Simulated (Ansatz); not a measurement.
# Ir: the cost of one run

Program: Ansatz 0.2.0. Level of theory: DFT PBEsol, scalar-relativistic, plane waves, PAW. These are calculated values, not measurements.

2 further runs of the same task are left out: 2 set aside as unsound or not needed.

### 1 The system as given

The structure is cubic, space group Fm-3m (No. 225). Conventional cell: a = 3.830 Å, b = 3.830 Å, c = 3.830 Å, α = 90.00°, β = 90.00°, γ = 90.00°. Around Ir (site symmetry m-3m) lie 12 Ir at 2.71 Å.

Structure file:

```cif
data_structure
_symmetry_space_group_name_H-M 'Fm-3m'
_symmetry_Int_Tables_number 225
_cell_length_a 3.8301
_cell_length_b 3.8301
_cell_length_c 3.8301
_cell_angle_alpha 90.000
_cell_angle_beta 90.000
_cell_angle_gamma 90.000
_cell_volume 56.19
loop_
_atom_site_label
_atom_site_type_symbol
_atom_site_symmetry_multiplicity
_atom_site_Wyckoff_symbol
_atom_site_fract_x
_atom_site_fract_y
_atom_site_fract_z
_atom_site_occupancy
Ir1 Ir 4 a 0.00000 0.00000 0.00000 1
```

It goes back to an entry of the Materials Project.

The unstrained cell was computed beforehand with the same settings: E(σ→0) = -23598.0718 eV for 2 atoms, gap none (metal).

### 2 At -1.0 %

input.yaml

```yaml
crystal:
  lattice:
    - [1.8959206462, 1.8959206462, 0.0]
    - [-1.8959206462, 1.8959206462, 0.0]
    - [0.0, 0.0, 3.8531235759]
  atoms:
    - { symbol: Ir, position: [0.0, 0.0, 0.0] }
    - { symbol: Ir, position: [0.5, 0.5, 0.5] }
basis:
  ecutwfc: 420
kpoints:
  mp_grid: { grid: [20, 20, 14] }
hamiltonian:
  xc: pbesol
scf:
  occupations: { method: gaussian, width: 0.1 }
output:
  forces: true
  stress: true
  eigenvalues: true
relax:
  adjacent_minimum: "off"
  f_tol: 0.008
  max_steps: 40
  cell: { stress_tol: 0.015, fix: [a, b, gamma] }
```

Started as:

```
$ ansatz run input.yaml --threads 1 --pin off --max-ram 2560MiB --backend cpu --events-out ev --progress --plain --runs-dir out
```

**Question.** How long does this run take on 1 thread of Intel Xeon 6975P-C (Granite Rapids), shared host, and how much memory does it need?

About 39 s, with a peak of 0.56 GiB.
